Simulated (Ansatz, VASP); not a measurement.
ScAl3 in VASP and in Ansatz

```
Al Sc
1.0
     4.03202    0.00000    0.00000
     0.00000    4.03202    0.00000
     0.00000    0.00000    4.03202
Al Sc
3 1
Cartesian
  0.0000 2.0160 2.0160
  2.0160 0.0000 2.0160
  2.0160 2.0160 0.0000
  0.0000 0.0000 0.0000
```

Alike in both runs: functional LDA; k mesh 12 × 12 × 12; occupations gaussian, width 0.1 eV; no spin polarisation.

Ansatz relaxed the structure, and its values are those at the end. VASP's run is a single point on that final structure, the one shown.

|  | VASP | Ansatz |
| --- | --- | --- |
| version | VASP 6.6.1 | Ansatz 0.2.0 |
| potentials or method | VASP PAW LDA potentials, release 64 (Al, Sc_sv) | scalar-relativistic, plane waves, PAW |
| plane-wave cutoff (eV) | 520 | 420 |
| valence electrons in the cell | 20 | 20 |

|  | VASP | Ansatz | Ansatz less VASP |
| --- | --- | --- | --- |
| gap on the k mesh at the Fermi level (eV) | none | none | - |
| pressure (GPa) | 0.2 | 0.0 | -0.17 |

A gap of «none» marks a metal or a gap that the smearing closes.
